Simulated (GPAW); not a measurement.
# MoSe4 in GPAW: a series of runs

Aim: see how the results for MoSe4 move with the level of theory and the settings. Levels: LDA, PBE, PBEsol, RPBE. Tasks: single point.

Program: GPAW 26.7.0. These are calculated values, not measurements. Logs are shortened: lines on timing, memory, paths and dates and some standing lists are left out, and cuts for length are marked. The log counts tension as positive stress, the text compression.

**1. The cell of the first run**

The cell holds a slab with vacuum, 5 atoms: a = 3.320 Å, b = 3.320 Å, c = 46.875 Å, α = 90.00°, β = 90.00°, γ = 120.00°.

**2. Single point, LDA (the (0 0 1) slab of MoSe2, cut from the database cell, not relaxed)**

Contents of run.py:

```python
import numpy as np
from ase.dft.bandgap import bandgap
from ase.io import read, write
from gpaw import GPAW, PW

atoms = read('MoSe4.xyz')
atoms.pbc = (True, True, False)

calc = GPAW(mode=PW(450),
            xc='LDA',
            kpts={'size': (9, 9, 1), 'gamma': True},
            occupations={'name': 'fermi-dirac', 'width': 0.05},
            nbands=35,
            convergence={'density': 1e-05, 'energy': 1e-05},
            maxiter=150,
            poissonsolver={'dipolelayer': 'xy'},
            txt='gpaw.txt')
atoms.calc = calc
energy = atoms.get_potential_energy()
forces = atoms.get_forces()
calc.write('gs.gpw')
write('result.traj', atoms)
print(f'Energy: {energy:.6f} eV')
print('Forces (eV/A):')
print(forces.round(4))
print('Fermi level:', round(calc.get_fermi_level(), 4), 'eV')
print(f'Gap: {bandgap(calc)[0]:.4f} eV, direct: {bandgap(calc, direct=True)[0]:.4f} eV')

v = calc.get_electrostatic_potential().mean(axis=(0, 1))
z = np.arange(len(v)) * atoms.cell[2, 2] / len(v)
ef = calc.get_fermi_level()
np.savetxt('planar.dat', np.c_[z, v], fmt='%.4f')
below, above = np.interp([1.5, atoms.cell[2, 2] - 1.5], z, v) - ef
print(f'Work functions: bottom {below:.4f} eV, top {above:.4f} eV')
print('Dipole moment:', *calc.get_dipole_moment().round(5), 'e A')
```

Contents of MoSe4.xyz:

```xyz
5
Lattice="3.3203649265 0.0000000000 0.0000000000 -1.6601824632 2.8755203762 0.0000000000 0.0000000000 0.0000000000 46.8749169045" Properties=species:S:1:pos:R:3 pbc="T T T"
Se     0.0000000000      1.9170135650      7.5000000000
Se     0.0000000000      1.9170135650     21.7836641445
Mo     0.0000000000      0.0000000000     23.4374584522
Se     0.0000000000      1.9170135650     25.0912527600
Se     0.0000000000      1.9170135650     39.3749169045
```

Potentials or basis: the program's PAW data sets (release 1.2.1) made for this functional, pw.

Started as:

```sh
$ OMP_NUM_THREADS=1 python run.py
```

gpaw.txt:

```text
__  _  _
 | _ |_)|_||  |
 |__||  | ||/\| - 26.7.0

Input parameters:
  mode=PW(ecut=450.00000000000006),
  convergence={'density': 1e-05, 'energy': 1e-05},
  kpts=MonkhorstPack(size=(9, 9, 1), gamma=True),
  maxiter=150,
  nbands=35,
  occupations=Occupations(name='fermi-dirac', width=0.05),
  poissonsolver=PoissonSolver(dipolelayer='xy'),
  xc=XC(name='LDA')

Diagonalizing LCAO Hamiltonian
Converting LCAO to pw mode

         Se

         Se

       MoSe

         Se

Atoms  # Å, Bohr magnetons
|   | symbol |        x |        y |         z |    initial magnetic moments |
|---|--------|----------|----------|-----------|-----------------------------|
| 0 |     Se | 0.000000 | 1.917014 |  7.500000 | ( 0.0000,  0.0000,  0.0000) |
| 1 |     Se | 0.000000 | 1.917014 | 21.783664 | ( 0.0000,  0.0000,  0.0000) |
| 2 |     Mo | 0.000000 | 0.000000 | 23.437458 | ( 0.0000,  0.0000,  0.0000) |
| 3 |     Se | 0.000000 | 1.917014 | 25.091253 | ( 0.0000,  0.0000,  0.0000) |
| 4 |     Se | 0.000000 | 1.917014 | 39.374917 | ( 0.0000,  0.0000,  0.0000) |

Unit cell  # Å
| periodic |         x |        y |         z |   lengths |     angles |
|----------|-----------|----------|-----------|-----------|------------|
|      yes |  3.320365 | 0.000000 |  0.000000 |  3.320365 |  90.000000 |
|      yes | -1.660182 | 2.875520 |  0.000000 |  3.320365 |  90.000000 |
|       no |  0.000000 | 0.000000 | 46.874917 | 46.874917 | 120.000000 |

Number of symmetries: 12
Symmetry operations  # r_c * U_cc + t_c -> r_c
|    | kind |            matrix            |
|----|------|------------------------------|
|  0 |  σ   |  1, 1, 0,  0,-1, 0,  0, 0, 1 |
|  1 |  C2  |  1, 1, 0,  0,-1, 0,  0, 0,-1 |
|  2 |  E   |  1, 0, 0,  0, 1, 0,  0, 0, 1 |
|  3 |  σ   |  1, 0, 0,  0, 1, 0,  0, 0,-1 |
|  4 |  C3  |  0, 1, 0, -1,-1, 0,  0, 0, 1 |
|  5 |  S3  |  0, 1, 0, -1,-1, 0,  0, 0,-1 |
|  6 |  σ   |  0,-1, 0, -1, 0, 0,  0, 0, 1 |
|  7 |  C2  |  0,-1, 0, -1, 0, 0,  0, 0,-1 |
|  8 |  σ   | -1, 0, 0,  1, 1, 0,  0, 0, 1 |
|  9 |  C2  | -1, 0, 0,  1, 1, 0,  0, 0,-1 |
| 10 |  C3  | -1,-1, 0,  1, 0, 0,  0, 0, 1 |
| 11 |  S3  | -1,-1, 0,  1, 0, 0,  0, 0,-1 |

BZ-sampling:
  Number of BZ points: 81
  Number of IBZ points: 12

  Monkhorst-Pack size: [9, 9, 1]
  Monkhorst-Pack shift: [0, 0, 0]

K-points  # in reciprocal-cell coordinates
|     |                                coordinates |     weight |
|-----|--------------------------------------------|------------|
|   0 | (  0.00000000,   0.00000000,   0.00000000) | 0.01234568 |
|   1 | (  0.11111111,   0.00000000,   0.00000000) | 0.07407407 |
|   2 | (  0.22222222,  -0.11111111,   0.00000000) | 0.07407407 |
|   3 | (  0.22222222,   0.00000000,   0.00000000) | 0.07407407 |
|   4 | (  0.33333333,  -0.11111111,   0.00000000) | 0.14814815 |
|   5 | (  0.33333333,   0.00000000,   0.00000000) | 0.07407407 |
|   6 | (  0.33333333,   0.33333333,   0.00000000) | 0.02469136 |
|   7 | (  0.44444444,  -0.22222222,   0.00000000) | 0.07407407 |
|   8 | (  0.44444444,  -0.11111111,   0.00000000) | 0.14814815 |
|   9 | (  0.44444444,   0.00000000,   0.00000000) | 0.07407407 |
| ... |                                            |            |
|  11 | (  0.44444444,   0.44444444,   0.00000000) | 0.07407407 |

Plane wave coefficients: 9734
Cutoff: 450.00000000000006 eV

Spin-components: 1 (collinear spins)
Bands:           35
Projectors:      26
Spin-degeneracy: 2
Datatype:        complex128

Parallelization:
  kpt:    1
  domain: 1
  band:   1

Density:
  Valence electrons: 38.0
  Components: 1
  Grid points: [ 18  18 240]
  Charge: 0.0  # |e|

Potential:
  Grid points: [ 18  18 240]

species:
  Se:
    name:    Selenium
    Z:       34.0
    valence: 6
    core:    28
    charge:  0.0  # [|e|]
    compensation charges:
      type: gauss
      rc: 0.27  # [Å]
      lmax: 2
    cutoffs:
      filter: 1.77  # [Å]
      core: 2.67  # [Å]
    projectors
    | kind |    occ | energy [eV] | rcut [Å] |
    |------|--------|-------------|----------|
    |   4s |  2.000 |     -17.472 |    0.847 |
    |   4p |  4.000 |      -6.656 |    1.005 |
    |    s |        |       9.739 |    0.847 |
    |    p |        |      20.555 |    1.005 |
    |    d |        |       0.000 |    0.847 |

    Using partial waves for Se as LCAO basis

  Mo:
    name:    Molybdenum
    Z:       42.0
    valence: 14
    core:    28
    charge:  0.0  # [|e|]
    compensation charges:
      type: gauss
      rc: 0.38  # [Å]
      lmax: 2
    cutoffs:
      filter: 2.16  # [Å]
      core: 1.42  # [Å]
    projectors
    | kind |    occ | energy [eV] | rcut [Å] |
    |------|--------|-------------|----------|
    |   4s |  2.000 |     -64.384 |    1.238 |
    |   5s |  1.000 |      -4.319 |    1.238 |
    |   4p |  6.000 |     -38.595 |    1.296 |
    |   5p |  0.000 |      -1.161 |    1.296 |
    |   4d |  5.000 |      -3.933 |    1.296 |
    |    d |        |      23.278 |    1.296 |

    Using partial waves for Mo as LCAO basis

Reference energy: -374088.507600  # eV

eigensolver:
  PPCG
  Converge bands: occupied
  niter=2

density mixing:
  MSR1-Mixer
  Pratt-step length: 0.05
  Maximum mixing coefficient: 0.75
  Old densities: 10
  SVD Regularization: 0.005
  Good broyden scale: 1.0
  Trust region scale: 1.0
  Backstep threshold: 4.0
  History deletion threshold: 6.0
  Fourier metric: weight=20.0, sigma=0.015

occupation numbers:
  Fermi-Dirac:
    width: 0.0500  # eV

<gpaw.new.pw.poisson.DipoleLayerPWPoissonSolver object>
xc functional:
  name: None

convergence criteria:
- Maximum integral of absolute [dens]ity change: 1e-05 electrons / valence electron
- Maximum [total energy] change in last 3 cyles: 1e-05 eV / valence electron
- Maximum integral of absolute [eigenst]ate change: 4e-08 eV^2 / valence electron
maximum number of iterations: 150

SCF iterations
|iter     | |      energy | eigst |  dens |
|---------|-|-------------|-------|-------|
|iter:   1| |  -29.292120 | +0.09 |       |
|iter:   2| |  -28.895530 | -1.66 | -1.03 |
|iter:   3| |  -28.013158 | -1.49 | -1.08 |
|iter:   4| |  -86.441810 | -1.49 | -1.38 |
|iter:   5| |  -27.906242 | -2.15 | -0.36 |
|iter:   6| |  -30.856248 | -2.51 | -1.69 |
|iter:   7| |  -27.999627 | -3.19 | -0.75 |
|iter:   8| |  -28.212629 | -3.60 | -1.44 |
|iter:   9| |  -27.866259 | -3.63 | -1.19 |
|iter:  10| |  -27.862463 | -3.70 | -2.10 |
|iter:  11| |  -27.862625 | -4.34 | -2.44 |
|iter:  12| |  -27.861337 | -5.55 | -2.58 |
|iter:  13| |  -27.861244 | -5.60 | -2.96 |
|iter:  14| |  -27.861343c| -5.90 | -3.25 |
|iter:  15| |  -27.861338c| -6.55 | -3.71 |
|iter:  16| |  -27.861364c| -7.57c| -3.77 |
|iter:  17| |  -27.861411c| -7.43c| -3.89 |
|iter:  18| |  -27.861432c| -7.83c| -4.19 |
|iter:  19| |  -27.861481c| -7.98c| -4.39 |
|iter:  20| |  -27.861472c| -8.69c| -4.86 |
|iter:  21| |  -27.861469c| -9.04c| -5.47c|

Converged in 21 steps
Energy contributions relative to reference atoms: (reference = -374088.507600)

Energy contributions:
  Kinetic:         -14.742850
  Coulomb:           5.228061
  Zero:             -0.366367
  External:          0.000000
  Xc:              -17.953598
  Entropy:          -0.053431
  Spinorbit:         0.000000
  ----------------------------
  Free energy:     -27.888185
  Extrapolated:    -27.861469

dipole moment: (-15.180431, -5.585585, 0.000710)  # |e|*Ang

Fermi level: -3.235
Eigenvalues  # (at kpt = [0.000, 0.000, 0.000])
| band index |      eig [eV] | occ [0-2] |
|------------|---------------|-----------|
|          0 |       -64.008 |     2.000 |
|        ... |               |           |
|          9 |        -5.476 |     2.000 |
|         10 |        -5.476 |     2.000 |
|         11 |        -5.044 |     2.000 |
|         12 |        -4.930 |     2.000 |
|         13 |        -4.930 |     2.000 |
|         14 |        -4.481 |     2.000 |
[... 8 lines left out ...]
|         23 |        -0.193 |     0.000 |
|         24 |        -0.193 |     0.000 |
|        ... |               |           |
|         34 |         4.054 |     0.000 |

No gap
No difference between direct/indirect transitions
vacuum-level: 3.449  # V
Workfunctions: 6.684, 6.684 eV (top, bottom)

Forces  # eV/Ang
|        x |        y |        z |
|----------|----------|----------|
| -0.00000 | -0.00000 |  0.00006 |  # Se   0
|  0.00000 |  0.00000 |  0.43962 |  # Se   1
|  0.00000 |  0.00000 |  0.00000 |  # Mo   2
| -0.00000 |  0.00000 | -0.43962 |  # Se   3
| -0.00000 | -0.00000 | -0.00006 |  # Se   4

# Writing to gs.gpw (mode='')
```

Wall time 3 min (1 thread of Intel Xeon Platinum 8488C (Sapphire Rapids), shared host); peak memory 0.34 GiB.

What came out:

- Free energy: -27.8882 eV
- Largest force: 0.440 eV/Å
- Band gap on the k mesh: none (metal or under the smearing width)
- Dipole across the slab: 0.00 e·Å
- Work function of the upper face: 6.68 eV
- Work function of the lower face: 6.68 eV

Forces in eV/Å, atoms in the order of the input:
```
Se   0.000  0.000  0.000
Se   0.000  0.000  0.440
Mo   0.000  0.000  0.000
Se   0.000  0.000 -0.440
Se   0.000  0.000  0.000
```

**3. Single point, PBE (the (0 0 1) slab of MoSe2, cut from the database cell, not relaxed)**

run.py, as its differences from that of step 2:

```diff
@@ -9,3 +9,3 @@
 calc = GPAW(mode=PW(450),
-            xc='LDA',
+            xc='PBE',
             kpts={'size': (9, 9, 1), 'gamma': True},
```

MoSe4.xyz is that of step 2.

Potentials or basis: GPAW PAW data sets (gpaw-data 1.2.1), pw.

Started as:

```sh
$ OMP_NUM_THREADS=1 python run.py
```

gpaw.txt:

```text
__  _  _
 | _ |_)|_||  |
 |__||  | ||/\| - 26.7.0

Input parameters:
  mode=PW(ecut=450.00000000000006),
  convergence={'density': 1e-05, 'energy': 1e-05},
  kpts=MonkhorstPack(size=(9, 9, 1), gamma=True),
  maxiter=150,
  nbands=35,
  occupations=Occupations(name='fermi-dirac', width=0.05),
  poissonsolver=PoissonSolver(dipolelayer='xy'),
  xc=XC(name='PBE')

Diagonalizing LCAO Hamiltonian
Converting LCAO to pw mode

         Se

         Se

       MoSe

         Se

Atoms  # Å, Bohr magnetons
|   | symbol |        x |        y |         z |    initial magnetic moments |
|---|--------|----------|----------|-----------|-----------------------------|
| 0 |     Se | 0.000000 | 1.917014 |  7.500000 | ( 0.0000,  0.0000,  0.0000) |
| 1 |     Se | 0.000000 | 1.917014 | 21.783664 | ( 0.0000,  0.0000,  0.0000) |
| 2 |     Mo | 0.000000 | 0.000000 | 23.437458 | ( 0.0000,  0.0000,  0.0000) |
| 3 |     Se | 0.000000 | 1.917014 | 25.091253 | ( 0.0000,  0.0000,  0.0000) |
| 4 |     Se | 0.000000 | 1.917014 | 39.374917 | ( 0.0000,  0.0000,  0.0000) |

Unit cell  # Å
| periodic |         x |        y |         z |   lengths |     angles |
|----------|-----------|----------|-----------|-----------|------------|
|      yes |  3.320365 | 0.000000 |  0.000000 |  3.320365 |  90.000000 |
|      yes | -1.660182 | 2.875520 |  0.000000 |  3.320365 |  90.000000 |
|       no |  0.000000 | 0.000000 | 46.874917 | 46.874917 | 120.000000 |

Number of symmetries: 12
Symmetry operations  # r_c * U_cc + t_c -> r_c
|    | kind |            matrix            |
|----|------|------------------------------|
|  0 |  σ   |  1, 1, 0,  0,-1, 0,  0, 0, 1 |
|  1 |  C2  |  1, 1, 0,  0,-1, 0,  0, 0,-1 |
|  2 |  E   |  1, 0, 0,  0, 1, 0,  0, 0, 1 |
|  3 |  σ   |  1, 0, 0,  0, 1, 0,  0, 0,-1 |
|  4 |  C3  |  0, 1, 0, -1,-1, 0,  0, 0, 1 |
|  5 |  S3  |  0, 1, 0, -1,-1, 0,  0, 0,-1 |
|  6 |  σ   |  0,-1, 0, -1, 0, 0,  0, 0, 1 |
|  7 |  C2  |  0,-1, 0, -1, 0, 0,  0, 0,-1 |
|  8 |  σ   | -1, 0, 0,  1, 1, 0,  0, 0, 1 |
|  9 |  C2  | -1, 0, 0,  1, 1, 0,  0, 0,-1 |
| 10 |  C3  | -1,-1, 0,  1, 0, 0,  0, 0, 1 |
| 11 |  S3  | -1,-1, 0,  1, 0, 0,  0, 0,-1 |

BZ-sampling:
  Number of BZ points: 81
  Number of IBZ points: 12

  Monkhorst-Pack size: [9, 9, 1]
  Monkhorst-Pack shift: [0, 0, 0]

K-points  # in reciprocal-cell coordinates
|     |                                coordinates |     weight |
|-----|--------------------------------------------|------------|
|   0 | (  0.00000000,   0.00000000,   0.00000000) | 0.01234568 |
|   1 | (  0.11111111,   0.00000000,   0.00000000) | 0.07407407 |
|   2 | (  0.22222222,  -0.11111111,   0.00000000) | 0.07407407 |
|   3 | (  0.22222222,   0.00000000,   0.00000000) | 0.07407407 |
|   4 | (  0.33333333,  -0.11111111,   0.00000000) | 0.14814815 |
|   5 | (  0.33333333,   0.00000000,   0.00000000) | 0.07407407 |
|   6 | (  0.33333333,   0.33333333,   0.00000000) | 0.02469136 |
|   7 | (  0.44444444,  -0.22222222,   0.00000000) | 0.07407407 |
|   8 | (  0.44444444,  -0.11111111,   0.00000000) | 0.14814815 |
|   9 | (  0.44444444,   0.00000000,   0.00000000) | 0.07407407 |
| ... |                                            |            |
|  11 | (  0.44444444,   0.44444444,   0.00000000) | 0.07407407 |

Plane wave coefficients: 9734
Cutoff: 450.00000000000006 eV

Spin-components: 1 (collinear spins)
Bands:           35
Projectors:      26
Spin-degeneracy: 2
Datatype:        complex128

Parallelization:
  kpt:    1
  domain: 1
  band:   1

Density:
  Valence electrons: 38.0
  Components: 1
  Grid points: [ 18  18 240]
  Charge: 0.0  # |e|

Potential:
  Grid points: [ 18  18 240]

species:
  Se:
    name:    Selenium
    Z:       34.0
    valence: 6
    core:    28
    charge:  0.0  # [|e|]
    compensation charges:
      type: gauss
      rc: 0.27  # [Å]
      lmax: 2
    cutoffs:
      filter: 1.77  # [Å]
      core: 2.67  # [Å]
    projectors
    | kind |    occ | energy [eV] | rcut [Å] |
    |------|--------|-------------|----------|
    |   4s |  2.000 |     -17.277 |    0.847 |
    |   4p |  4.000 |      -6.512 |    1.005 |
    |    s |        |       9.935 |    0.847 |
    |    p |        |      20.699 |    1.005 |
    |    d |        |       0.000 |    0.847 |

    Using partial waves for Se as LCAO basis

  Mo:
    name:    Molybdenum
    Z:       42.0
    valence: 14
    core:    28
    charge:  0.0  # [|e|]
    compensation charges:
      type: gauss
      rc: 0.38  # [Å]
      lmax: 2
    cutoffs:
      filter: 2.16  # [Å]
      core: 1.42  # [Å]
    projectors
    | kind |    occ | energy [eV] | rcut [Å] |
    |------|--------|-------------|----------|
    |   4s |  2.000 |     -64.307 |    1.238 |
    |   5s |  1.000 |      -4.084 |    1.238 |
    |   4p |  6.000 |     -38.491 |    1.296 |
    |   5p |  0.000 |      -1.044 |    1.296 |
    |   4d |  5.000 |      -3.754 |    1.296 |
    |    d |        |      23.458 |    1.296 |

    Using partial waves for Mo as LCAO basis

Reference energy: -374548.201154  # eV

eigensolver:
  PPCG
  Converge bands: occupied
  niter=2

density mixing:
  MSR1-Mixer
  Pratt-step length: 0.05
  Maximum mixing coefficient: 0.75
  Old densities: 10
  SVD Regularization: 0.005
  Good broyden scale: 1.0
  Trust region scale: 1.0
  Backstep threshold: 4.0
  History deletion threshold: 6.0
  Fourier metric: weight=20.0, sigma=0.015

occupation numbers:
  Fermi-Dirac:
    width: 0.0500  # eV

<gpaw.new.pw.poisson.DipoleLayerPWPoissonSolver object>
xc functional:
  name: PBE with 2 nearest neighbor stencil

convergence criteria:
- Maximum integral of absolute [dens]ity change: 1e-05 electrons / valence electron
- Maximum [total energy] change in last 3 cyles: 1e-05 eV / valence electron
- Maximum integral of absolute [eigenst]ate change: 4e-08 eV^2 / valence electron
maximum number of iterations: 150

SCF iterations
|iter     | |      energy | eigst |  dens |
|---------|-|-------------|-------|-------|
|iter:   1| |  -25.960853 | +0.11 |       |
|iter:   2| |  -25.566173 | -1.65 | -1.02 |
|iter:   3| |  -24.782667 | -1.50 | -1.08 |
|iter:   4| |  -91.737773 | -1.44 | -1.32 |
|iter:   5| |  -24.614285 | -2.04 | -0.36 |
|iter:   6| |  -24.613845 | -2.94 | -1.78 |
|iter:   7| |  -24.600548 | -3.10 | -1.97 |
|iter:   8| |  -24.600373 | -3.95 | -2.33 |
|iter:   9| |  -24.599497 | -4.97 | -2.90 |
|iter:  10| |  -24.598630 | -5.85 | -3.14 |
|iter:  11| |  -24.597885 | -6.58 | -3.34 |
|iter:  12| |  -24.597546 | -6.53 | -3.83 |
|iter:  13| |  -24.597632c| -6.78 | -3.43 |
|iter:  14| |  -24.597755c| -7.29 | -3.83 |
|iter:  15| |  -24.597745c| -7.55c| -4.58 |
|iter:  16| |  -24.597738c| -8.01c| -5.24c|

Converged in 16 steps
Energy contributions relative to reference atoms: (reference = -374548.201154)

Energy contributions:
  Kinetic:          -9.317132
  Coulomb:           0.453859
  Zero:             -0.437887
  External:          0.000000
  Xc:              -15.269525
  Entropy:          -0.054104
  Spinorbit:         0.000000
  ----------------------------
  Free energy:     -24.624790
  Extrapolated:    -24.597738

dipole moment: (-15.140507, -5.574011, 0.000696)  # |e|*Ang

Fermi level: -2.996
Eigenvalues  # (at kpt = [0.000, 0.000, 0.000])
| band index |      eig [eV] | occ [0-2] |
|------------|---------------|-----------|
|          0 |       -63.936 |     2.000 |
|        ... |               |           |
|          9 |        -5.241 |     2.000 |
|         10 |        -5.241 |     2.000 |
|         11 |        -4.805 |     2.000 |
|         12 |        -4.678 |     2.000 |
|         13 |        -4.678 |     2.000 |
|         14 |        -4.244 |     2.000 |
[... 8 lines left out ...]
|         23 |         0.045 |     0.000 |
|         24 |         0.045 |     0.000 |
|        ... |               |           |
|         34 |         4.347 |     0.000 |

No gap
No difference between direct/indirect transitions
vacuum-level: 3.478  # V
Workfunctions: 6.475, 6.475 eV (top, bottom)

Forces  # eV/Ang
|        x |        y |        z |
|----------|----------|----------|
| -0.00000 | -0.00000 |  0.00004 |  # Se   0
| -0.00000 | -0.00000 | -0.25315 |  # Se   1
|  0.00000 |  0.00000 |  0.00000 |  # Mo   2
| -0.00000 |  0.00000 |  0.25315 |  # Se   3
| -0.00000 | -0.00000 | -0.00004 |  # Se   4

# Writing to gs.gpw (mode='')
```

Wall time 2.1 min (1 thread of Intel Xeon Platinum 8488C (Sapphire Rapids), shared host); peak memory 0.35 GiB.

Results:

```yaml
Free_energy: -24.6248 eV
Largest_force: 0.253 eV/Å
Band_gap_on_the_k_mesh: none (metal or under the smearing width)
Dipole_across_the_slab: 0.00 e·Å
Work_function_of_the_upper_face: 6.47 eV
Work_function_of_the_lower_face: 6.47 eV
```

Forces in eV/Å, atoms in the order of the input:
```
Se   0.000  0.000  0.000
Se   0.000  0.000 -0.253
Mo   0.000  0.000  0.000
Se   0.000  0.000  0.253
Se   0.000  0.000  0.000
```

(Part 1 of 2 ends here.)
